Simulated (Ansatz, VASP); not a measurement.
## One calculation of Si, two programs

```xyz
4
Lattice="3.9567 0.0000 0.0000 -1.9784 3.4266 0.0000 0.0000 0.0000 6.0293" Properties=species:S:1:pos:R:3 pbc="T T T"
Si    0.0000    2.2844    0.3794
Si    1.9784    1.1422    3.3941
Si    0.0000    2.2844    2.6352
Si    1.9784    1.1422    5.6499
```

Alike in both runs: task single point; functional PBE; k mesh 12 × 12 × 6; occupations gaussian, width 0.05 eV; no spin polarisation.

```csv
,VASP,Ansatz
version,VASP 6.6.1,Ansatz 0.2.0
potentials or method,"VASP PAW PBE potentials, release 64 (Si)","scalar-relativistic, plane waves, PAW"
plane-wave cutoff (eV),520,420
valence electrons in the cell,16,16
```

```tsv
	VASP	Ansatz	Ansatz less VASP
gap on the k mesh at the Fermi level (eV)	0.05	0.05	-0.001
least direct gap on the mesh (eV)	0.08	0.07	-0.003
pressure (GPa)	0.9	1.0	+0.06
largest component of the traceless stress (GPa)	13.04	13.03	-0.010
rms of the force components (eV/Å)	0.607	0.610	+0.0034
```

Atom by atom the forces differ by 0.003 eV/Å (rms over components).

Caveats: forces of over 1 eV/Å show positions far from the minimum, so gaps and moduli don't describe the material at rest.
